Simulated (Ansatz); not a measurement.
## BN in Ansatz: the effect of functional

The system is BN.

```xyz
4
Lattice="2.5875 0.0000 0.0000 -1.2938 2.2409 0.0000 0.0000 0.0000 4.2825" Properties=species:S:1:pos:R:3 pbc="T T T"
N     0.0000    1.4939    0.5365
N     1.2938    0.7470    2.6777
B     0.0000    1.4939    2.1401
B     1.2938    0.7470    4.2813
```

Measurements of this composition are mostly on another form, of space group No. 194.

The cell isn't the ideal one: volume scaled by 1.04.

Alike in all runs:

```yaml
Program: Ansatz 0.2.0
Task: single point
Potentials_or_basis: Ansatz PAW
k_mesh: 12 × 12 × 6
Occupations: fermi-dirac, width 0.05 eV
Spin: no spin polarisation
```

Problem. One run gave: gap on the mesh 5.04 eV; pressure -19.2 GPa; largest force 0.04 eV/Å. Which functional did it use?
A. LDA
B. r2SCAN
C. PBEsol

Solution. C.

| functional | cutoff | gap on the mesh (eV) | pressure (GPa) | largest force (eV/Å) |
| --- | --- | --- | --- | --- |
| LDA | 420 eV (not typed: the program's choice for these potentials) | 5.04 | -26.5 | 0.05 |
| PBEsol | 420 eV (not typed: the program's choice for these potentials) | 5.04 | -19.2 | 0.04 |
| r2SCAN | 500 eV (not typed: the program's choice for these potentials) | 5.80 | -18.4 | 0.05 |

Caveats: the PAW data sets come from PBE, with cores solved anew for the run's functional, which leaves a small shift of forces and pressure.

A k mesh can miss the band edges.
